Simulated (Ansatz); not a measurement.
**ZnO (zincite): equation of state with LDA**

Crystal: ZnO (zincite).

```xyz
4
Lattice="3.2493 0.0000 0.0000 -1.6247 2.8140 0.0000 0.0000 0.0000 5.2057" Properties=species:S:1:pos:R:3 pbc="T T T"
Zn    1.6247    0.9380    0.0000
Zn    0.0000    1.8760    2.6029
O     0.0000    1.8760    4.5759
O     1.6247    0.9380    1.9730
```

- Program: Ansatz 0.2.0
- Task: equation of state
- Functional: LDA
- Potentials or basis: all-electron LAPW, scalar-relativistic
- Basis error allowed: 0.002 eV/atom
- k mesh: 9 × 9 × 5
- Occupations: fermi-dirac, width 0.05 eV
- Spin: no spin polarisation

The equilibrium volume is 11.33 Å³/atom. The bulk modulus at fixed shape and positions is 162 GPa and the pressure derivative of the bulk modulus is 4.5.

Energy against volume, from the lowest point:
```tsv
volume (Å³/atom)	energy (meV/atom)
11.186	0.66
11.424	0.00
11.662	4.17
11.900	12.66
12.138	24.99
12.376	40.75
12.614	59.56
```

All runs of the series together: 2.2 min on 2 threads of AMD EPYC 7R13 Processor (Zen 3), on a shared host.

Caveat: the cell was scaled at fixed shape and fractional positions, which overstates the stiffness of a crystal with free parameters, most of all of layers and chains.
